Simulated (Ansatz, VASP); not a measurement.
# Two plane-wave programs on Sn

The input INCAR:

```
PREC = Accurate ; ENCUT = 520
EDIFF = 1E-7 ; ISMEAR = 0
SIGMA = 0.1 ; LREAL = False
LASPH = True ; NELM = 100
ALGO = Fast ; ISIF = 2
LWAVE = False ; LCHARG = False
GGA = PS ; NBANDS = 21
```

KPOINTS

```
Automatic mesh
0
Gamma
  15 15 15
```

File POSCAR:

```
Sn
1.0
    1.7665978864      1.0199457652      4.8900741745
   -1.7665978864      1.0199457652      4.8900741745
    0.0000000000     -2.0398915304      4.8900741745
Sn
2
Direct
    0.1490612973      0.1490612973      0.1490612973
    0.8509387027      0.8509387027      0.8509387027
```

Input for Ansatz:

```yaml
crystal:
  lattice:
    - [1.7665978864, 1.0199457652, 4.8900741745]
    - [-1.7665978864, 1.0199457652, 4.8900741745]
    - [0.0, -2.0398915304, 4.8900741745]
  atoms:
    - { symbol: Sn, position: [0.1490612973, 0.1490612973, 0.1490612973] }
    - { symbol: Sn, position: [0.8509387027, 0.8509387027, 0.8509387027] }
basis:
  ecutwfc: 420
kpoints:
  mp_grid: { grid: [15, 15, 15] }
hamiltonian:
  xc: pbesol
scf:
  occupations: { method: gaussian, width: 0.1 }
output:
  forces: true
  stress: true
  eigenvalues: true
```

Alike in both runs: task single point; functional PBEsol; k mesh 15 × 15 × 15; occupations gaussian, width 0.1 eV; no spin polarisation.

|  | VASP | Ansatz |
| --- | --- | --- |
| version | VASP 6.6.1 | Ansatz 0.2.0 |
| potentials or method | VASP PAW PBE potentials, release 64 (Sn_d) | scalar-relativistic, plane waves, PAW |
| plane-wave cutoff (eV) | 520 | 420 |
| valence electrons in the cell | 28 | 28 |

|  | VASP | Ansatz | Ansatz less VASP |
| --- | --- | --- | --- |
| gap on the k mesh at the Fermi level (eV) | none | none | - |
| pressure (GPa) | 107.9 | 106.2 | -1.70 |
| largest component of the traceless stress (GPa) | 93.68 | 92.13 | -1.551 |
| rms of the force components (eV/Å) | 5.936 | 5.874 | -0.0624 |

Atom by atom the forces differ by 0.062 eV/Å (rms over components). A gap of «none» marks a metal or a gap that the smearing closes.

Caveats: the cell as given lies far from equilibrium; so large a pressure means that the cell lies far from this level's equilibrium, or that cutoff or potentials fall short (VASP); the potentials were made for another functional, which shifts forces and pressure (VASP).
